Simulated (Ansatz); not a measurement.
Crystal: Gd.

```
CELL_PARAMETERS angstrom
3.63600 0.00000 0.00000
-1.81800 3.14887 0.00000
0.00000 0.00000 5.78260
ATOMIC_POSITIONS crystal
Gd 0.66667 0.33333 0.75000
Gd 0.33333 0.66667 0.25000
```

Base run:

- Program: Ansatz 0.2.0
- Functional: PBEsol
- Potentials or basis: Ansatz PAW
- Cutoff: 420 eV (not typed: the program's choice for these potentials)
- k mesh: 8 × 8 × 5
- Occupations: fermi-dirac, width 0.05 eV
- Spin: no spin polarisation

Its results: band gap on the k mesh none (metal or under the smearing width); pressure -4.7 GPa.

Question: The run is repeated on the same cell with these changes: spin from no spin polarisation to collinear spin, random start. What comes out?

Answer: Band gap on the k mesh none (metal or under the smearing width); pressure -2.5 GPa; net moment 0.00 μB per cell; site moments Gd +7.23, -7.23 μB.

Caveats: the PAW data sets come from PBE, with cores solved anew for the run's functional, which leaves a small shift of forces and pressure; spin-orbit coupling is left out, which moves the levels of the heavy elements (some runs); the starting moments weren't kept (some runs).
